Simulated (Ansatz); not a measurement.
# Bands of MnSi

```
CELL_PARAMETERS angstrom
0.00000 2.42250 2.42250
2.42250 0.00000 2.42250
2.42250 2.42250 0.00000
ATOMIC_POSITIONS crystal
Mn 0.00000 0.00000 0.00000
Si 0.50000 0.50000 0.50000
```

Atoms are numbered in the order listed.

The cell was built from the rocksalt type and relaxed in the same program, and has space group Fm-3m; it needn't be a known or the stable phase.

The magnetic state is the one reached from the start moments; no search over orders was made, so it needn't be the ground state.

Method: Ansatz 0.2.0, DFT, PBE, all-electron LAPW, scalar-relativistic.

Settings: a Γ-centred 15×15×15 k mesh, Fermi–Dirac smearing of 0.05 eV, basis error target 1 meV/atom, spin-polarised from start moments Mn1 4 μB, ending with a cell moment of 2.48 μB.

Points in fractions of the reciprocal vectors of this cell: Γ (0, 0, 0), X (0.5, 0, 0.5), U (0.625, 0.25, 0.625), K (0.375, 0.375, 0.75), L (0.5, 0.5, 0.5), W (0.5, 0.25, 0.75). The path joins them by straight lines in the order Γ–X–U–K–Γ–L–W–X; legs that retrace an earlier one aren't tabulated. Energies are in eV from the Fermi level.

(1) List the spin-down levels at U between -14 and 6 eV.

(2) List the spin-down levels at K between -14 and 6 eV.

(3) List the spin-down levels at X between -14 and 6 eV.

(4) What is the band gap?

Answers

(1) -7.33, -4.23, -3.88, -1.62, 0.19, 1.20, 1.57, 1.68, 2.41.

(2) -7.33, -4.23, -3.88, -1.62, 0.19, 1.20, 1.57, 1.68, 2.41.

(3) -7.65, -4.67, -1.93, -0.15 (×2), -0.03, 1.40 (×2), 1.50, 5.21.

(4) none: bands cross the Fermi level, a metal.
